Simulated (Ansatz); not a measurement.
# V (Im-3m) in Ansatz: a series of runs

The runs below take V through relaxation of cell and atoms, single point, with BLYP+D4, PBE, RPBE.

Program: Ansatz 0.2.0. These are calculated values, not measurements. Logs are shortened: lines on timing, memory, paths and dates and some standing lists are left out, and cuts for length are marked.

## (1) The crystal as given

The structure is cubic, space group Im-3m (No. 229). The conventional cell has a = 3.029 Å, b = 3.029 Å, c = 3.029 Å, α = 90.00°, β = 90.00°, γ = 90.00°. Around V (site symmetry m-3m) lie 8 V at 2.62 Å.

## (2) Relaxation of cell and atoms, BLYP+D4, collinear spin, ferromagnetic start

File input.yaml:

```yaml
crystal:
  lattice:
    - [-1.51435, 1.51435, 1.51435]
    - [1.51435, -1.51435, 1.51435]
    - [1.51435, 1.51435, -1.51435]
  atoms:
    - { symbol: V, position: [0.0, 0.0, 0.0], spin: 2.0 }
hamiltonian:
  xc: blyp
  pseudopotentials: { kind: paw }
  dispersion: d4
magnetization:
  spin_polarized: true
kpoints:
  mp_grid: { grid: [12, 12, 12] }
scf:
  occupations: { method: fermi_dirac, width: 0.05 }
output:
  forces: true
  stress: true
  write_density: true
  write_potential: true
  elf: true
  volumetric_format: npy
relax:
  f_tol: 0.01
  max_steps: 40
  cell: { stress_tol: 0.05 }
```

Potentials or basis: Ansatz PAW.

The run is started by

```
> ansatz run input.yaml --threads 2 --pin off --max-ram 5632MiB --backend cpu --events-out ev --progress --plain --runs-dir out
```

Output:

```text
Warning: RAYON_NUM_THREADS=2 ignored (pool sized by the plan → 2); use --threads N
Engine: ansatz 0.2.0, x86_64-unknown-linux-gnu
Pseudopotentials: kind: paw
Pseudopotential: V, paw, valence charge 13, recommended cutoff 420 eV (normal), V.paw.azcp
Functional definition: BLYP
  parameter beta = 0.0042
  parameter a = 0.04918
  parameter b = 0.132
  parameter c = 0.2533
  parameter d = 0.349
  exchange = b88_x(beta = beta)
  correlation = lyp_c(a = a, b = b, c = c, d = d)
Crystal: 1 atoms, lattice volume = 13.891 Å³
Basis set: ecut = 420 eV, 249 PW (Γ), exchange–correlation on 36×36×36 points (8 copies of the dense FFT grid, shifted against one another)
Bands: 12, of which v1, the nominal top of the filled ones, is band 7 counted from 1 (6 counted from 0)
Symmetry: 48 space group operations
Space group: Im-3m (ITA 229), of the structure as read, at distance tolerance 2.4e-5 Å
Magnetic group: BNS 229.140 (UNI 1642), of the structure as read, at distance tolerance 2.4e-5 Å
k-points: 72 of 1728
Non-local potential: V, projectors of the file, l = 0: 3, l = 1: 2, l = 2: 3, l = 3: 1
PAW form: soft (Blöchl's): semilocal exchange-correlation on the pseudo side does not see the compensation charge
PAW frozen core: V, regenerated for the run's functional, and the local potential with it (the file was generated under x = pbe(κ = 0.804, μ = 0.2195149727645171), c = pbe(β = 0.06672455060314922))
PAW one-centre angular grid: V, 590 points (default); XC on 64 Gauss nodes
Initial density: superposition of atomic densities (chi_scale 0.1, normalization cell)
Starting moments: Σ|m| = 2 μB on 1 of 1 site
Initial wavefunctions: pseudopotential atomic-orbital guess
Functional: x = b88, c = lyp
SCF iter   1: F=—  HF=-2919.077310 eV  |F-HF|=—  |Δ(HF+E_count)|=         —  Δρ=1.13e-1 (↑1.13e-1 ↓4.01e-2)  dr2=1.00e0  dr2_m=6.61e-1  M=1.089 μB ∫|m|=1.089 μB  β_m=0.30  ethr=3.10e-3  ⟨swp⟩=4.2  Hψ=8133  notcnv=0
Mixer restart at iter 1: flushing history
preconditioner: auto → none  [metal: Δε(μ)=0.005 eV  Ē_g=8.870 eV  σ=0.050 eV  W_gap=0.02  n_scr=0 (ndim 8)  ℏωp=22.3 eV  f_vac=0.000  D(μ)=1.17/eV (n_scr^D=12)]
SCF iter   2: F=—  HF=-2918.711015 eV  |F-HF|=—  |Δ(HF+E_count)|=   3.66e-1  Δρ=5.68e-2 (↑5.68e-2 ↓4.61e-2)  dr2=4.47e-2  dr2_m=3.25e-1  M=1.070 μB ∫|m|=1.070 μB  β_m=0.41  ethr=3.10e-3  ⟨swp⟩=2.9  Hψ=4333  notcnv=0  defer=100
SCF iter   3: F=—  HF=-2919.501115 eV  |F-HF|=—  |Δ(HF+E_count)|=         —  Δρ=8.85e-2 (↑8.85e-2 ↓7.42e-2)  dr2=4.58e-2  dr2_m=8.38e-1  M=0.275 μB ∫|m|=0.275 μB  β_m=1.00  ethr=3.44e-4  ⟨swp⟩=2.1  Hψ=2539  notcnv=0  defer=100
Mixer restart at iter 3: flushing history
SCF iter   4: F=—  HF=-2919.571074 eV  |F-HF|=—  |Δ(HF+E_count)|=   7.00e-2  Δρ=3.21e-2 (↑2.87e-2 ↓3.21e-2)  dr2=4.43e-1  dr2_m=8.90e-4  M=0.227 μB ∫|m|=0.227 μB  β_m=0.41  ethr=3.85e-4  ⟨swp⟩=2.2  Hψ=3392  notcnv=0  defer=100
SCF iter   5: F=—  HF=-2919.518121 eV  |F-HF|=—  |Δ(HF+E_count)|=   5.30e-2  Δρ=9.14e-3 (↑9.14e-3 ↓5.59e-3)  dr2=3.44e-3  dr2_m=4.93e-3  M=0.162 μB ∫|m|=0.162 μB  β_m=0.41  ethr=3.85e-4  ⟨swp⟩=2.5  Hψ=3885  notcnv=0  defer=102
SCF iter   6: F=—  HF=-2919.521275 eV  |F-HF|=—  |Δ(HF+E_count)|=   3.15e-3  Δρ=6.07e-3 (↑4.47e-3 ↓6.07e-3)  dr2=2.47e-3  dr2_m=2.94e-3  M=0.147 μB ∫|m|=0.147 μB  β_m=0.70  ethr=2.65e-5  ⟨swp⟩=2.5  Hψ=3561  notcnv=0  defer=121
SCF iter   7: F=—  HF=-2919.529246 eV  |F-HF|=—  |Δ(HF+E_count)|=   7.97e-3  Δρ=3.07e-3 (↑3.07e-3 ↓2.22e-3)  dr2=2.07e-4  dr2_m=7.66e-4  M=0.096 μB ∫|m|=0.096 μB  β_m=0.85  ethr=1.90e-5  ⟨swp⟩=2.5  Hψ=3001  notcnv=0  defer=113
SCF iter   8: F=—  HF=-2919.530173 eV  |F-HF|=—  |Δ(HF+E_count)|=   9.27e-4  Δρ=1.53e-3 (↑1.53e-3 ↓1.07e-3)  dr2=3.08e-5  dr2_m=2.08e-4  M=0.050 μB ∫|m|=0.050 μB  β_m=0.93  ethr=1.59e-6  ⟨swp⟩=2.5  Hψ=2595  notcnv=0  defer=122
SCF iter   9: F=—  HF=-2919.530232 eV  |F-HF|=—  |Δ(HF+E_count)|=   5.81e-5  Δρ=2.18e-4 (↑2.18e-4 ↓9.32e-5)  dr2=3.63e-6  dr2_m=2.45e-6  M=0.006 μB ∫|m|=0.006 μB  β_m=0.96  ethr=2.37e-7  ⟨swp⟩=2.0  Hψ=2664  notcnv=0  defer=125
SCF iter  10: F=—  HF=-2919.530232 eV  |F-HF|=—  |Δ(HF+E_count)|=   8.70e-7  Δρ=2.38e-5 (↑2.38e-5 ↓2.00e-5)  dr2=2.80e-8  dr2_m=5.30e-8  M=0.001 μB ∫|m|=0.001 μB  β_m=0.98  ethr=2.79e-8  ⟨swp⟩=2.4  Hψ=2429  notcnv=0  defer=125
[... 52 lines left out ...]
the starting moments were not kept: the SCF closed with an absolute magnetisation of 5.9e-6 μB, where they sum to 2 μB in size (1 site). That is at most 0.1 of that sum. Measured as dr2_m measures the in/out step, that magnetisation stands 1.7e-11 eV from none, at or under the dr2_threshold of 9.5e-9 eV: it is no larger than a step whose dr2_m would equal this threshold.
SCF 4 converged in 7 iterations: F = -2919.546488 eV  dr2 = 1.73e-9
relax step   4: F+E_penalty+E_count = -2919.54648762 eV  Δ(F+E_penalty+E_count) = -2.596e-6 eV  max|allowed force component| = 0.000e0 eV/Å  Δτ_max = 0.0000 Å  P = -0.000 GPa  Ω = 13.251 Å³  energy of the carried Pulay correction = +2.352e-4 eV  (7 SCF iters, dr2 threshold 9.55e-9 eV, accepted)
Initial wavefunctions: pseudopotential atomic-orbital guess (no wavefunctions were taken with the density)
iter 1 solved again at ethr=1.58e-9 eV; its pass at ethr=3.10e-3 eV (dr2=2.06e-7 eV) is discarded
SCF iter   1: F=—  HF=-2919.546325 eV  |F-HF|=—  |Δ(HF+E_count)|=         —  Δρ=3.42e-5 (↑3.42e-5 ↓3.40e-5)  dr2=1.78e-7  dr2_m=3.55e-12  M=-0.000 μB ∫|m|=0.000 μB  β_m=0.65  ethr=1.58e-9  ⟨swp⟩=3.0  Hψ=13165  notcnv=0
preconditioner: auto → none  [metal: Δε(μ)=0.027 eV  Ē_g=8.675 eV  σ=0.050 eV  W_gap=0.13  n_scr=0 (ndim 8)  ℏωp=22.8 eV  f_vac=0.000  D(μ)=2.32/eV (n_scr^D=42)]
SCF iter   2: F=—  HF=-2919.546325 eV  |F-HF|=—  |Δ(HF+E_count)|=   1.13e-8  Δρ=1.27e-5 (↑1.25e-5 ↓1.27e-5)  dr2=3.67e-8  dr2_m=2.23e-12  M=-0.000 μB ∫|m|=0.000 μB  β_m=0.43  ethr=1.37e-9  ⟨swp⟩=2.9  Hψ=2657  notcnv=0
SCF iter   3: F=—  HF=-2919.546325 eV  |F-HF|=—  |Δ(HF+E_count)|=   3.67e-8  Δρ=7.52e-6 (↑7.52e-6 ↓7.52e-6)  dr2=3.35e-9  dr2_m=1.77e-12  M=-0.000 μB ∫|m|=0.000 μB  β_m=0.59  ethr=2.82e-10  ⟨swp⟩=2.3  Hψ=2447  notcnv=0
SCF iter   4: F=—  HF=-2919.546325 eV  |F-HF|=—  |Δ(HF+E_count)|=   6.30e-8  Δρ=2.54e-6 (↑2.44e-6 ↓2.54e-6)  dr2=3.02e-9  dr2_m=7.47e-13  M=-0.000 μB ∫|m|=0.000 μB  β_m=0.80  ethr=2.58e-11  ⟨swp⟩=2.1  Hψ=2506  notcnv=0
SCF iter   5: F=—  HF=-2919.546325 eV  |F-HF|=—  |Δ(HF+E_count)|=   3.48e-8  Δρ=2.51e-7 (↑2.51e-7 ↓2.34e-7)  dr2=2.25e-11  dr2_m=2.32e-14  M=-0.000 μB ∫|m|=0.000 μB  β_m=0.90  ethr=2.32e-11  ⟨swp⟩=2.0  Hψ=2692  notcnv=0
SCF iter   6: F=—  HF=-2919.546325 eV  |F-HF|=—  |Δ(HF+E_count)|=  1.82e-12  Δρ=7.15e-8 (↑4.73e-8 ↓7.15e-8)  dr2=1.52e-12  dr2_m=3.70e-14  M=-0.000 μB ∫|m|=0.000 μB  β_m=0.95  ethr=1.00e-12  ⟨swp⟩=2.4  Hψ=2292  notcnv=0
SCF iter   7: F=-2919.546325 eV  HF=-2919.546325 eV  |F-HF|=9.09e-13  |Δ(HF+E_count)|=  8.19e-12  Δρ=2.82e-8 (↑2.82e-8 ↓2.33e-8)  dr2=3.17e-13  dr2_m=1.78e-15  M=-0.000 μB ∫|m|=0.000 μB  ethr=1.00e-12  ⟨swp⟩=3.0  Hψ=5383  notcnv=0
the starting moments were not kept: the SCF closed with an absolute magnetisation of 2.8e-7 μB, where they sum to 2 μB in size (1 site). That is at most 0.1 of that sum. Measured as dr2_m measures the in/out step, that magnetisation stands 3.9e-14 eV from none, at or under the dr2_threshold of 1.0e-11 eV: it is no larger than a step whose dr2_m would equal this threshold.
SCF 5 converged in 7 iterations: F = -2919.546325 eV  dr2 = 3.17e-13
relax step   5: F+E_penalty+E_count = -2919.54632507 eV  Δ(F+E_penalty+E_count) = +1.626e-4 eV  max|allowed force component| = 0.000e0 eV/Å  Δτ_max = 0.0000 Å  P = -0.026 GPa  Ω = 13.251 Å³  stress off target by 2.64e-2 GPa  SCF on the basis re-selected at this cell (its energy is not comparable with the rows above)  (7 SCF iters)
basis re-selected at this cell: Δ(F+E_penalty+E_count) = +1.626e-4 eV, ΔP = -0.026 GPa vs the last step (what re-selecting the basis moved, of the pressure what is left beyond the Pulay correction that the steps carried, after the strain that the cell walked since its last selection, with what the two solves' SCF thresholds leave and, on support functions, any second-order correction that the steps lacked; it is no measure of the basis error at this ecutwfc). This SCF's stress stands 2.64e-2 GPa from its target on what of the cell is left free (relax.cell.stress_tol is 5.00e-2 GPa) and its largest allowed force component is 0.00e0 eV/Å (relax.f_tol is 1.00e-2 eV/Å): within both
SCF converged after 7 iterations
Magnetization: -0.0000 μB (6.5000 up, 6.5000 down)
Absolute magnetization: 0.0000 μB (∫|ρ↑−ρ↓|, with the PAW one-centre terms)
Spin contamination: 0.0000 ħ² per cell (⟨S²⟩ above its minimum at these occupations)
Per-site moments (μB) at R_I (Å): [(-2.1767784097523888e-7, 1.0650770849859597)]
Free energy (F): -2919.546325 eV
Harris-Foulkes:  -2919.546325 eV  (|F-HF|=9.09e-13)
Internal energy: -2919.528147 eV  (E = F + TS)
E sigma→0 (E₀):  -2919.537236 eV
Entropy (-TS):   -0.018178 eV (-18.178 meV/atom)
Fermi energy:    17.340440 eV
--- Per-component energies (eV) ---
  E_band       = -133.086294
  E_kinetic    = 337.575254
  E_local      = -886.819351  (includes V_loc(G=0)·N_el)
  E_nonlocal   = -44.619992
  E_hartree    = 410.972906
  E_xc         = -128.660763
  E_vxc        = -162.803505  (∫ρ·V_xc dr)
  E_paw        = -1122.137255  (= ΣΔE_a)
  E_vpaw       = -198.364743  (= ΣTr[D̂ρ^β])
  E_aug_tail   = 0.000255  (compensation charges beyond the density's cutoff)
  E_ewald      = -1485.224033
  E_disp       = -0.631050  (pairwise vdW)
  E_core_change = 0.015883  (= ΣΔE_core)
  E_smearing   = -0.018178  (= −TS)
  E_closure    = 0.000000  (closes the sum)
  Σ components = -2919.546325   (vs F -2919.546325, Δ=0.00e0)
--- Forces (eV/Å), atoms counted from 1 ---
  atom   1  V      0.00000000    -0.00000000    -0.00000000
  max |Σ_I F_I| component: 2.47e-32 eV/Å
--- Stress (GPa, compression-positive) ---
       -0.026359      -0.000000       0.000000
       -0.000000      -0.026359       0.000000
        0.000000      -0.000000      -0.026359
  P = ⅓ Tr σ = -0.0264 GPa (-0.264 kbar)
--- Band table (eV; the first three rows and the last of 144) ---
  k-point 0 ↑: bands = ["-46.2049", "-19.5629", "-19.5629", "-19.5629", "10.8728", "17.6927", "17.6927", "17.6927", "19.7760", "19.7760", "38.2051", "38.2051"]
  k-point 1 ↑: bands = ["-46.1908", "-19.6298", "-19.5833", "-19.5634", "11.1561", "17.5740", "17.6665", "17.8970", "19.6442", "19.7845", "37.6954", "38.1414"]
  k-point 2 ↑: bands = ["-46.1522", "-19.8101", "-19.6387", "-19.5647", "11.9472", "17.2622", "17.5248", "18.4805", "19.4372", "19.8181", "36.1655", "37.5613"]
  k-point 71 ↓: bands = ["-45.8445", "-20.2144", "-20.2144", "-20.2144", "14.3020", "14.3020", "21.0800", "21.0800", "21.0800", "27.8413", "27.8413", "27.8413"]
--- Relaxed structure (4 steps of the walk, 4 accepted, 1 SCFs on fresh bases) ---
  F+E_penalty+E_count = -2919.54632507 eV   max|allowed force component| = 0.000e0 eV/Å   (the final SCF, on the basis selected at the relaxed cell)
  cell:  # Å, volume = 13.2510 Å³
    - [-1.4907213132711412, 1.4907213132711412, 1.4907213132711412]
    - [1.4907213132711412, -1.4907213132711412, 1.4907213132711412]
    - [1.4907213132711412, 1.4907213132711412, -1.4907213132711412]
  atoms:
    - { symbol: V, position: [0.0, 0.0, 0.0] }
```

Wall time 10 s (2 threads of Intel Xeon at 2.70GHz, shared host); peak memory 0.35 GiB.

What came out:

```yaml
Free_energy: -2919.5463 eV
Relaxed_volume: 13.25 Å³/atom
Relaxed_cell: a = 2.582 Å, b = 2.582 Å, c = 2.582 Å, α = 109.47°, β = 109.47°, γ = 109.47°
Space_group_after_relaxing_to_0.05_Å: Im-3m (No. 229)
Energy_gained_by_relaxing: 16.1 meV/atom
Ionic_steps: 5
Pressure_after_relaxing: 0.0 GPa
Band_gap_on_the_k_mesh: none (metal or under the smearing width)
Net_moment: 0.00 μB per cell
Absolute_moment: 0.00 μB per cell
```

Step by step:
```csv
step,energy change (eV),largest force (eV/Å),volume (Å³)
1,0.0000,0.0000,13.89
2,-0.0161,0.0000,13.18
3,-0.0163,0.0000,13.26
4,-0.0163,0.0000,13.25
5,-0.0161,0.0000,13.25
```

Final structure:
```
V
1.0
    -1.49072    1.49072    1.49072
     1.49072   -1.49072    1.49072
     1.49072    1.49072   -1.49072
V
1
Direct
  0.00000 0.00000 0.00000
```

Caveat: the plane-wave basis is chosen anew once the cell has moved, so the energies of steps on either side of that aren't comparable; pairwise dispersion overbinds metals, which lowers pressure and volume; the PAW data sets come from PBE, with cores solved anew for the run's functional, which leaves a small shift of forces and pressure; the starting moments weren't kept.

## (3) Single point, PBE, collinear spin, ferromagnetic start

File input.yaml:

```yaml
crystal:
  lattice:
    - [-1.51435, 1.51435, 1.51435]
    - [1.51435, -1.51435, 1.51435]
    - [1.51435, 1.51435, -1.51435]
  atoms:
    - { symbol: V, position: [0.0, 0.0, 0.0], spin: 2.0 }
hamiltonian:
  xc: pbe
  pseudopotentials: { kind: paw }
magnetization:
  spin_polarized: true
kpoints:
  mp_grid: { grid: [12, 12, 12] }
scf:
  occupations: { method: gaussian, width: 0.027 }
output:
  forces: true
  stress: true
  eigenvalues: true
```

Potentials or basis: Ansatz PAW.

The run is started by

```
> ansatz run input.yaml --threads 2 --pin off --max-ram 5632MiB --backend cpu --events-out ev --progress --plain --runs-dir out
```

Output:

```text
Warning: RAYON_NUM_THREADS=2 ignored (pool sized by the plan → 2); use --threads N
[... 3 set-up lines as earlier in the session ...]
Functional definition: PBE
  parameter kappa = 0.804
  parameter beta = 0.06672455060314922
  exchange = pbe_x(kappa = kappa, mu = beta*pi^2/3)
  correlation = pbe_c(beta = beta)
Crystal: 1 atoms, lattice volume = 13.891 Å³
Basis set: ecut = 420 eV, 249 PW (Γ), exchange–correlation on 36×36×36 points (8 copies of the dense FFT grid, shifted against one another)
Bands: 12, of which v1, the nominal top of the filled ones, is band 7 counted from 1 (6 counted from 0)
[... 2 set-up lines as earlier in the session ...]
Magnetic group: BNS 229.140 (UNI 1642), of the structure as read, at distance tolerance 2.4e-5 Å
k-points: 72 of 1728
[... 4 set-up lines as earlier in the session ...]
[... 12 lines left out ...]
SCF iter   8: F=—  HF=-2912.396941 eV  |F-HF|=—  |Δ(HF+E_count)|=   6.60e-5  Δρ=4.51e-3 (↑4.07e-3 ↓4.51e-3)  dr2=3.34e-5  dr2_m=2.34e-3  M=0.090 μB ∫|m|=0.090 μB  β_m=0.91  ethr=7.83e-7  ⟨swp⟩=2.0  Hψ=3032  notcnv=0  defer=192
SCF iter   9: F=—  HF=-2912.396899 eV  |F-HF|=—  |Δ(HF+E_count)|=   4.23e-5  Δρ=3.50e-3 (↑3.50e-3 ↓3.31e-3)  dr2=7.38e-6  dr2_m=1.48e-3  M=0.098 μB ∫|m|=0.098 μB  β_m=0.96  ethr=2.57e-7  ⟨swp⟩=2.3  Hψ=2491  notcnv=0  defer=192
SCF iter  10: F=—  HF=-2912.396764 eV  |F-HF|=—  |Δ(HF+E_count)|=   1.36e-4  Δρ=2.13e-3 (↑2.13e-3 ↓2.00e-3)  dr2=3.09e-6  dr2_m=5.44e-4  M=0.107 μB ∫|m|=0.107 μB  β_m=0.98  ethr=5.67e-8  ⟨swp⟩=2.0  Hψ=2506  notcnv=0  defer=192
SCF iter  11: F=—  HF=-2912.396706 eV  |F-HF|=—  |Δ(HF+E_count)|=   5.77e-5  Δρ=3.35e-4 (↑2.81e-4 ↓3.35e-4)  dr2=6.57e-7  dr2_m=1.20e-5  M=0.118 μB ∫|m|=0.118 μB  β_m=0.99  ethr=2.38e-8  ⟨swp⟩=2.0  Hψ=2654  notcnv=0  defer=192
SCF iter  12: F=—  HF=-2912.396708 eV  |F-HF|=—  |Δ(HF+E_count)|=   1.98e-6  Δρ=1.93e-4 (↑1.48e-4 ↓1.93e-4)  dr2=3.06e-7  dr2_m=3.68e-6  M=0.123 μB ∫|m|=0.123 μB  β_m=0.99  ethr=5.06e-9  ⟨swp⟩=2.0  Hψ=2662  notcnv=0  defer=192
SCF iter  13: F=—  HF=-2912.396707 eV  |F-HF|=—  |Δ(HF+E_count)|=   6.06e-7  Δρ=4.06e-5 (↑4.06e-5 ↓3.11e-5)  dr2=1.29e-8  dr2_m=1.62e-7  M=0.122 μB ∫|m|=0.122 μB  β_m=0.99  ethr=2.35e-9  ⟨swp⟩=2.0  Hψ=2482  notcnv=0  defer=192
SCF iter  14: F=—  HF=-2912.396707 eV  |F-HF|=—  |Δ(HF+E_count)|=   7.64e-9  Δρ=1.00e-5 (↑2.17e-6 ↓1.00e-5)  dr2=9.96e-9  dr2_m=3.76e-9  M=0.122 μB ∫|m|=0.122 μB  β_m=0.93  ethr=9.93e-11  ⟨swp⟩=2.0  Hψ=2647  notcnv=0  defer=192
SCF iter  15: F=—  HF=-2912.396707 eV  |F-HF|=—  |Δ(HF+E_count)|=   1.50e-9  Δρ=1.25e-6 (↑9.06e-7 ↓1.25e-6)  dr2=5.03e-10  dr2_m=1.80e-11  M=0.122 μB ∫|m|=0.122 μB  β_m=0.97  ethr=7.66e-11  ⟨swp⟩=2.5  Hψ=2421  notcnv=0  defer=192
SCF iter  16: F=-2912.396707 eV  HF=-2912.396707 eV  |F-HF|=7.28e-12  |Δ(HF+E_count)|=  1.09e-11  Δρ=2.06e-7 (↑2.06e-7 ↓1.25e-7)  dr2=9.56e-12  dr2_m=1.15e-12  M=0.122 μB ∫|m|=0.122 μB  ethr=3.87e-12  ⟨swp⟩=4.5  Hψ=6762  notcnv=0
SCF 1 converged in 16 iterations: F = -2912.396707 eV  dr2 = 9.56e-12
SCF converged after 16 iterations
Magnetization: 0.1221 μB (6.5610 up, 6.4390 down)
Absolute magnetization: 0.1221 μB (∫|ρ↑−ρ↓|, with the PAW one-centre terms)
Spin contamination: 0.0001 ħ² per cell (⟨S²⟩ above its minimum at these occupations)
Per-site moments (μB) at R_I (Å): [(0.10179928783198487, 1.081959095432296)]
Free energy (F): -2912.396707 eV
Harris-Foulkes:  -2912.396707 eV  (|F-HF|=7.28e-12)
Internal energy: -2912.396065 eV  (E = F + TS)
E sigma→0 (E₀):  -2912.396386 eV
Entropy (-TS):   -0.000642 eV (-0.642 meV/atom)
Fermi energy:    15.912856 eV
--- Per-component energies (eV) ---
  E_band       = -152.298190
  E_kinetic    = 335.534005
  E_local      = -915.137915  (includes V_loc(G=0)·N_el)
  E_nonlocal   = -45.786485
  E_hartree    = 417.774911
  E_xc         = -130.238724
  E_vxc        = -165.087249  (∫ρ·V_xc dr)
  E_paw        = -1112.492310  (= ΣΔE_a)
  E_vpaw       = -197.370497  (= ΣTr[D̂ρ^β])
  E_aug_tail   = 0.000257  (compensation charges beyond the density's cutoff)
  E_ewald      = -1462.049804
  E_smearing   = -0.000642  (= −TS)
  E_closure    = 0.000000  (closes the sum)
  Σ components = -2912.396707   (vs F -2912.396707, Δ=0.00e0)
--- Forces (eV/Å), atoms counted from 1 ---
  atom   1  V     -0.00000000     0.00000000    -0.00000000
  max |Σ_I F_I| component: 2.88e-32 eV/Å
--- Stress (GPa, compression-positive) ---
       -5.246122      -0.000000       0.000000
       -0.000000      -5.246122       0.000000
        0.000000       0.000000      -5.246122
  P = ⅓ Tr σ = -5.2461 GPa (-52.461 kbar)
--- Band table (eV; the first three rows and the last of 144) ---
  k-point 0 ↑: bands = ["-47.8426", "-21.1871", "-21.1871", "-21.1871", "9.3900", "16.2874", "16.2874", "16.2874", "18.2542", "18.2542", "36.2098", "36.2098"]
  k-point 1 ↑: bands = ["-47.8311", "-21.2442", "-21.2047", "-21.1875", "9.6609", "16.1753", "16.2609", "16.4789", "18.1310", "18.2622", "35.6402", "36.1260"]
  k-point 2 ↑: bands = ["-47.7994", "-21.3982", "-21.2525", "-21.1884", "10.4231", "15.8804", "16.1176", "17.0259", "17.9364", "18.2938", "34.0233", "35.5063"]
  k-point 71 ↓: bands = ["-47.4486", "-21.6512", "-21.6512", "-21.6512", "13.1107", "13.1107", "19.5838", "19.5838", "19.5838", "25.9109", "25.9109", "25.9109"]
```

Wall time 3 s (2 threads of Intel Xeon at 2.70GHz, shared host); peak memory 0.32 GiB.

What came out:

* Free energy: -2912.3967 eV
* Pressure: -5.2 GPa
* Band gap on the k mesh: none (metal or under the smearing width)
* Net moment: 0.12 μB per cell
* Absolute moment: 0.12 μB per cell
* Site moments: V +0.10 μB

Caveat: the starting moments weren't kept.

[end of part 1 of 2]
